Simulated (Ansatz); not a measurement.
# AgCl (Fm-3m), a vibration from a frozen displacement

Computed with DFT LDA, scalar-relativistic, plane waves, PAW in Ansatz. The runs took a 420 eV cutoff, a Γ-centred 8×8×8 mesh and Gaussian smearing (0.05 eV). No spin polarisation. Energies are free energies at this smearing, counted from the undisturbed cell; pressure is positive in compression.

Reference structure (as given, not relaxed at this level; it stands at -5.6 GPa):

```
CELL_PARAMETERS angstrom
0.00000 2.77315 2.77315
2.77315 0.00000 2.77315
2.77315 2.77315 0.00000
ATOMIC_POSITIONS crystal
Ag 0.50000 0.50000 0.50000
Cl 0.00000 0.00000 0.00000
```

Every Ag atom is moved by x along the Cartesian unit vector (0.000, 0.000, -1.000); the cell and all other atoms stay fixed. The cell's volume is 42.65 Å³; the moved atoms weigh 107.868 u together and the others 35.450 u. Some rows repeat others by symmetry and weren't run.

```csv
x (Å),ΔE (meV/cell),total force on the moved atoms along the move (eV/Å),pressure (GPa)
-0.1000,2.99,0.0639,-5.4143
-0.0875,2.25,0.0542,-5.4520
-0.0750,1.63,0.0452,-5.4846
-0.0625,1.12,0.0368,-5.5119
-0.0500,0.71,0.0289,-5.5343
-0.0375,0.40,0.0213,-5.5515
-0.0250,0.17,0.0140,-5.5639
-0.0125,0.04,0.0070,-5.5712
0.0000,0.00,0.0000,-5.5737
0.0125,0.04,-0.0070,-5.5712
0.0250,0.17,-0.0140,-5.5639
0.0375,0.40,-0.0213,-5.5515
0.0500,0.71,-0.0289,-5.5343
0.0625,1.12,-0.0368,-5.5119
0.0750,1.63,-0.0452,-5.4846
0.0875,2.25,-0.0542,-5.4520
0.1000,2.99,-0.0639,-5.4143
```

What frequency belongs to this motion?

The force constant is k = −dF/dx = 0.560 eV/Å², from the parabola through x = -0.0125, 0 and 0.0125. In every cell the moved atoms swing against the rest, so the mass is μ = m₁m₂/(m₁ + m₂) = 26.681 u, and ν̃ = 521.5 cm⁻¹ × √(|k|/μ) = 76 cm⁻¹, at this cell's pressure of -5.6 GPa. To first order in x, and within 1 %, the force on every atom lies along the move and, within each of the two groups, in proportion to the atom's mass, so this is itself a mode at the zone centre of this cell, taken without macroscopic field (the transverse frequency in a polar insulator).

How far does the harmonic law reach?

At x = -0.100 Å, kx²/2 = 2.80 meV against the computed 2.99 meV (+6.8 %): the well is still close to harmonic there.